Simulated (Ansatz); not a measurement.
# Residual resistivity of an alloy: Pt(111) with 4 layers of random Pt-Os, 2x2, part 2 of 2

Aim: the residual resistivity of a random alloy, from Pt(111) with 4 layers of random Pt-Os, 2x2 and longer regions.

Ansatz 0.2.0; Ansatz plane-wave DFT, PBE, PAW files; ballistic transport by layer matching (Landauer), zero bias; PAW set soft_1.

So far. Step 3 (With 8 alloy layers): Over the solved energies the transmission per spin lies between 2.10 and 2.34, out of 6.79 channels of the lead on average (up to 7.04).

### 4. With 12 alloy layers

In 12 layers a share of 0.25 of the sites is given to Os at random. A fresh draw is used; the growth of the resistance with length is what counts.

System of this step: Pt(111) with 12 layers of random Pt-Os, 2x2. The cell holds 72 atoms: 60 Pt and 12 Os. Cell: a = 5.546 Å, b = 5.546 Å, c = 40.757 Å, α = 90.0°, β = 90.0°, γ = 120.0°. It derives from Pt. Regions: lead, 24 atoms (24 Pt); scattering region, 48 atoms (36 Pt and 12 Os). The structure is stacked along c, and the current runs across the ab planes.

The input, input.yaml:

```yaml
crystal:
  lattice:
    - [5.5462627489, 0.0, 0.0]
    - [-2.7731313745, 4.8032044366, 0.0]
    - [0.0, 0.0, 40.7565411427]
  atoms:
    - { symbol: Pt, position: [0.0, 0.0, 0.0277777778] }
    - { symbol: Pt, position: [0.0, 0.5, 0.0277777778] }
    - { symbol: Pt, position: [0.5, 0.0, 0.0277777778] }
    - { symbol: Pt, position: [0.5, 0.5, 0.0277777778] }
    - { symbol: Pt, position: [0.1666666667, 0.3333333333, 0.0833333333] }
    - { symbol: Pt, position: [0.1666666667, 0.8333333333, 0.0833333333] }
    - { symbol: Pt, position: [0.6666666667, 0.3333333333, 0.0833333333] }
    - { symbol: Pt, position: [0.6666666667, 0.8333333333, 0.0833333333] }
    - { symbol: Pt, position: [0.3333333333, 0.1666666667, 0.1388888889] }
    - { symbol: Pt, position: [0.3333333333, 0.6666666667, 0.1388888889] }
    - { symbol: Pt, position: [0.8333333333, 0.1666666667, 0.1388888889] }
    - { symbol: Pt, position: [0.8333333333, 0.6666666667, 0.1388888889] }
    - { symbol: Pt, position: [0.0, 0.0, 0.1944444444] }
    - { symbol: Pt, position: [0.0, 0.5, 0.1944444444] }
    - { symbol: Pt, position: [0.5, 0.0, 0.1944444444] }
    - { symbol: Pt, position: [0.5, 0.5, 0.1944444444] }
    - { symbol: Pt, position: [0.1666666667, 0.3333333333, 0.25] }
    - { symbol: Pt, position: [0.1666666667, 0.8333333333, 0.25] }
    - { symbol: Os, position: [0.6666666667, 0.3333333333, 0.25] }
    - { symbol: Pt, position: [0.6666666667, 0.8333333333, 0.25] }
    - { symbol: Os, position: [0.3333333333, 0.1666666667, 0.3055555556] }
    - { symbol: Os, position: [0.3333333333, 0.6666666667, 0.3055555556] }
    - { symbol: Pt, position: [0.8333333333, 0.1666666667, 0.3055555556] }
    - { symbol: Pt, position: [0.8333333333, 0.6666666667, 0.3055555556] }
    - { symbol: Pt, position: [0.0, 0.0, 0.3611111111] }
    - { symbol: Os, position: [0.0, 0.5, 0.3611111111] }
    - { symbol: Pt, position: [0.5, 0.0, 0.3611111111] }
    - { symbol: Pt, position: [0.5, 0.5, 0.3611111111] }
    - { symbol: Os, position: [0.1666666667, 0.3333333333, 0.4166666667] }
    - { symbol: Pt, position: [0.1666666667, 0.8333333333, 0.4166666667] }
    - { symbol: Os, position: [0.6666666667, 0.3333333333, 0.4166666667] }
    - { symbol: Pt, position: [0.6666666667, 0.8333333333, 0.4166666667] }
    - { symbol: Pt, position: [0.3333333333, 0.1666666667, 0.4722222222] }
    - { symbol: Pt, position: [0.3333333333, 0.6666666667, 0.4722222222] }
    - { symbol: Os, position: [0.8333333333, 0.1666666667, 0.4722222222] }
    - { symbol: Pt, position: [0.8333333333, 0.6666666667, 0.4722222222] }
    - { symbol: Pt, position: [0.0, 0.0, 0.5277777778] }
    - { symbol: Pt, position: [0.0, 0.5, 0.5277777778] }
    - { symbol: Pt, position: [0.5, 0.0, 0.5277777778] }
    - { symbol: Pt, position: [0.5, 0.5, 0.5277777778] }
    - { symbol: Pt, position: [0.1666666667, 0.3333333333, 0.5833333333] }
    - { symbol: Pt, position: [0.1666666667, 0.8333333333, 0.5833333333] }
    - { symbol: Pt, position: [0.6666666667, 0.3333333333, 0.5833333333] }
    - { symbol: Pt, position: [0.6666666667, 0.8333333333, 0.5833333333] }
    - { symbol: Os, position: [0.3333333333, 0.1666666667, 0.6388888889] }
    - { symbol: Pt, position: [0.3333333333, 0.6666666667, 0.6388888889] }
    - { symbol: Os, position: [0.8333333333, 0.1666666667, 0.6388888889] }
    - { symbol: Pt, position: [0.8333333333, 0.6666666667, 0.6388888889] }
    - { symbol: Pt, position: [0.0, 0.0, 0.6944444444] }
    - { symbol: Os, position: [0.0, 0.5, 0.6944444444] }
    - { symbol: Pt, position: [0.5, 0.0, 0.6944444444] }
    - { symbol: Os, position: [0.5, 0.5, 0.6944444444] }
    - { symbol: Pt, position: [0.1666666667, 0.3333333333, 0.75] }
    - { symbol: Pt, position: [0.1666666667, 0.8333333333, 0.75] }
    - { symbol: Pt, position: [0.6666666667, 0.3333333333, 0.75] }
    - { symbol: Os, position: [0.6666666667, 0.8333333333, 0.75] }
    - { symbol: Pt, position: [0.3333333333, 0.1666666667, 0.8055555556] }
    - { symbol: Pt, position: [0.3333333333, 0.6666666667, 0.8055555556] }
    - { symbol: Pt, position: [0.8333333333, 0.1666666667, 0.8055555556] }
    - { symbol: Pt, position: [0.8333333333, 0.6666666667, 0.8055555556] }
    - { symbol: Pt, position: [0.0, 0.0, 0.8611111111] }
    - { symbol: Pt, position: [0.0, 0.5, 0.8611111111] }
    - { symbol: Pt, position: [0.5, 0.0, 0.8611111111] }
    - { symbol: Pt, position: [0.5, 0.5, 0.8611111111] }
    - { symbol: Pt, position: [0.1666666667, 0.3333333333, 0.9166666667] }
    - { symbol: Pt, position: [0.1666666667, 0.8333333333, 0.9166666667] }
    - { symbol: Pt, position: [0.6666666667, 0.3333333333, 0.9166666667] }
    - { symbol: Pt, position: [0.6666666667, 0.8333333333, 0.9166666667] }
    - { symbol: Pt, position: [0.3333333333, 0.1666666667, 0.9722222222] }
    - { symbol: Pt, position: [0.3333333333, 0.6666666667, 0.9722222222] }
    - { symbol: Pt, position: [0.8333333333, 0.1666666667, 0.9722222222] }
    - { symbol: Pt, position: [0.8333333333, 0.6666666667, 0.9722222222] }
kpoints:
  mp_grid: { grid: [5, 5, 1] }
hamiltonian:
  xc: pbe
  pseudopotentials: { kind: paw, azcp: { folder: soft_1 } }
scf:
  occupations: { method: fermi_dirac, width: 0.1 }
output:
  transmission:
    leads: [[0, 4]]
    kmesh: [10, 10]
    e_range: [-0.05, 0.05]
    de: 0.05
  write_potential: true
  write_density: true
  volumetric_format: npy
```

Command:

```console
$ ansatz run input.yaml --threads 4 --pin off --max-ram 15360MiB --backend cpu --events-out ev --progress --plain --runs-dir out
```

Numbers of over 12 decimals in the logs are rounded to 6 here.

Output:

```text
[...]
Crystal: 72 atoms, lattice volume = 1085.747 Å³
Basis set: ecut = 420 eV, 21305 PW (Γ)
Bands: 764, of which v1, the nominal top of the filled ones, is band 636 counted from 1 (635 counted from 0)
Symmetry: 1 space group operations
[...]
k-points: 13 of 25 (time reversal used)
[...]
SCF iter   1: F=—  HF=-888162.688708 eV  |F-HF|=—  |Δ(HF+E_count)|=         —  Δρ=1.42e-1  dr2=2.79e3  ethr=3.10e-3  ⟨swp⟩=5.0  Hψ=30305  notcnv=0  defer=234
[...]
SCF iter  11: F=-888108.762366 eV  HF=-888108.762366 eV  |F-HF|=1.71e-8  |Δ(HF+E_count)|=   1.75e-9  Δρ=4.11e-7  dr2=1.80e-8  ethr=7.86e-12  ⟨swp⟩=2.0  Hψ=17338  notcnv=0
SCF 1 converged in 11 iterations: F = -888108.762366 eV  dr2 = 1.80e-8
[...]
transmission: 388 of 3848 steps passed
transmission: 772 of 3848 steps passed
[...]
transmission: 3848 of 3848 steps passed
SCF converged after 11 iterations
Free energy (F): -888108.762366 eV
[...]
Internal energy: -888105.426153 eV  (E = F + TS)
E sigma→0 (E₀):  -888107.094260 eV
Entropy (-TS):   -3.336214 eV (-46.336 meV/atom)
Fermi energy:    23.580588 eV
[...]
--- Band table (eV; the first three rows and the last of 13) ---
  k-point 0: bands = [... 632 lower, 23.8698, 23.8841, 23.8854, 23.8900, 23.9333, 23.9556, 23.9882, 23.9917, ... 124 higher]
  k-point 1: bands = [... 632 lower, 23.6694, 23.6811, 23.7153, 23.7398, 23.7495, 23.7834, 23.7970, 23.8072, ... 124 higher]
  k-point 2: bands = [... 632 lower, 23.4514, 23.4818, 23.5011, 23.5235, 23.5540, 23.5623, 23.5864, 23.6149, ... 124 higher]
  k-point 12: bands = [... 632 lower, 23.4832, 23.5069, 23.5444, 23.5581, 23.5672, 23.5904, 23.6132, 23.6335, ... 124 higher]
--- Transmission ---
  basis      : 241 plane waves across, 74 finite elements along
  points     : 52, standing for a mesh of 10 x 10
[...]
channels       : 6.890000e0 a spin
[...]
junction   : crystal 0 to crystal 0, 0.70 to 39.19 Å
    transmission   : 1.791880e0 a spin
[...]
```

It took 29 min on 4 threads of Arm Neoverse V1, shared host; peak memory 8.4 GiB.

This step gave:

```yaml
free_energy: -888108.7624 eV
energy_at_zero_smearing: -888107.0943 eV
fermi_energy: 23.58 eV
transmission_per_spin_nearest_the_fermi_level: 1.792
open_channels_per_spin_nearest_the_fermi_level: 6.89
step_of_the_lead_s_potential: 5.1 meV
```

Per spin. Transmission, zone mean against energy, zero at the Fermi level:

```csv
energy (eV),"transmission, zone mean"
-0.0500,1.90
0.0000,1.79
0.0500,1.66
```

Over the solved energies the transmission per spin lies between 1.66 and 1.90, out of 6.71 channels of the lead on average (up to 7.04).

### 5. Resistance against length

This step: Ansatz plane-wave DFT, PBE, PAW files; ballistic transport by layer matching (Landauer), zero bias; residual resistivity from the slope of the area resistance, atoms on the host's lattice; PAW set soft_1 (Ansatz 0.2.0).

Numbers from this step:

* resistivity: 42.65 µΩ cm
* intercept: 0.2645 fΩ m²
* scatter about the fit: 0.009665 fΩ m²

Resistance, by row:

| run | length (Å) | T | channels N | RA (fΩ m²) |
| --- | --- | --- | --- | --- |
| n4 | 9.057 | 2.979 | 6.74 | 0.6439 |
| n8 | 18.11 | 2.209 | 6.793 | 1.051 |
| n12 | 27.17 | 1.783 | 6.713 | 1.416 |

Table of area resistance by length of the alloy:

| length of the alloy (Å) | area resistance (fΩ m²) |
| --- | --- |
| 9.06 | 0.644 |
| 18.11 | 1.05 |
| 27.17 | 1.42 |

The area resistance goes from 0.64 to 1.4 fΩ m² between 9.1 and 27.2 Å, a slope of 43 µΩ cm.

By hand from the end points: (1.416 − 0.6439) fΩ m² / (27.17 − 9.06) Å = 43 µΩ cm, since 1 fΩ m² per Å is 1000 µΩ cm.

### 6. What came out

```yaml
resistivity_from_the_slope: 42.6 µΩ cm
area_resistance_over_9p06_a: 0.644 fΩ m²
area_resistance_over_18p1_a: 1.05 fΩ m²
area_resistance_over_27p2_a: 1.42 fΩ m²
```

What this shows: The slope gives 43 µΩ cm. The points scatter by 0.0097 fΩ m² about the line, with one random draw a length in a 2x2 cell, so the slope is a rough value. The lead's own channel count moves between the runs (6.74, 6.79 and 6.71), which shifts RA and the slope too. Read with a model of isotropic scattering on a spherical Fermi surface and the lead's 2.0×10¹⁵ S/m², this slope means a mean free path near 9.0 Å; over these lengths the model's slope is within 3 % of its bulk resistivity. The atoms sit on the host's lattice, so scattering by size misfit is left out. Spin-orbit coupling is left out, which matters for Os and Pt.

[Logs are printed without paths, hosts, clocks, repeated set-up lines and the standing remarks that a program may print on its own settings, such as how far it seeks lower states.]

[Hosts, paths, dates, database ids (printed as entryN), source tags and the programs' standing remarks are cut or masked in the printed files.]
